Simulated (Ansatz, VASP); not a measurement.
This is a calculation of KCl (Sylvite) for VASP 6.6.1.

File INCAR:

```
PREC = Accurate
ENCUT = 520
EDIFF = 1E-7
ISMEAR = -1
SIGMA = 0.05
LREAL = False
LASPH = True
NELM = 100
ALGO = Normal
ISIF = 2
LWAVE = False
LCHARG = False
GGA = PS
NBANDS = 15
```

KPOINTS

```
regular mesh
0
Gamma
  7 7 7
```

The input POSCAR:

```
KCl
1.0
    0.0000000000      3.1878756693      3.1878756693
    3.1878756693      0.0000000000      3.1878756693
    3.1878756693      3.1878756693      0.0000000000
K Cl
1 1
Direct
    0.0000000000      0.0000000000      0.0000000000
    0.5000000000      0.5000000000      0.5000000000
```

Potentials or basis: VASP PAW PBE potentials, release 64 (K_sv, Cl).

Command:

```console
$ cat potpaw_PBE.64/K_sv/POTCAR potpaw_PBE.64/Cl/POTCAR > POTCAR
$ mpirun -np 1 vasp_std > vasp.out
```

Question: Set up the same calculation for Ansatz 0.2.0. Potentials there: Ansatz PAW.

Answer: As run (the cutoff follows the program's own potentials):

The input input.yaml:

```yaml
crystal:
  lattice:
    - [0.0, 3.1878756693, 3.1878756693]
    - [3.1878756693, 0.0, 3.1878756693]
    - [3.1878756693, 3.1878756693, 0.0]
  atoms:
    - { symbol: K, position: [0.0, 0.0, 0.0] }
    - { symbol: Cl, position: [0.5, 0.5, 0.5] }
hamiltonian:
  xc: pbesol
  pseudopotentials: { kind: paw }
kpoints:
  mp_grid: { grid: [7, 7, 7] }
scf:
  occupations: { method: fermi_dirac, width: 0.05 }
output:
  forces: true
  stress: true
  eigenvalues: true
```

Potentials or basis: Ansatz PAW.

Launch:

```console
$ ansatz run input.yaml --threads 2 --pin off --max-ram 5632MiB --backend cpu --events-out ev --progress --plain --runs-dir out
```

Both were run:

|  | VASP | Ansatz | Ansatz less VASP |
| --- | --- | --- | --- |
| gap on the k mesh at the Fermi level (eV) | 4.90 | 4.91 | +0.003 |
| least direct gap on the mesh (eV) | 4.90 | 4.91 | +0.003 |
| pressure (GPa) | -1.0 | -1.0 | -0.03 |

Caveats: the PAW data sets were made with another functional, which shifts forces and pressure a little (VASP); an odd mesh through Γ misses points on the zone boundary, where band edges often lie (VASP); odd divisions of the mesh miss points on the zone boundary, where band edges often lie, so the gap on the mesh can be too wide (Ansatz); the PAW data sets come from PBE, with cores solved anew for the run's functional, which leaves a small shift of forces and pressure (Ansatz).
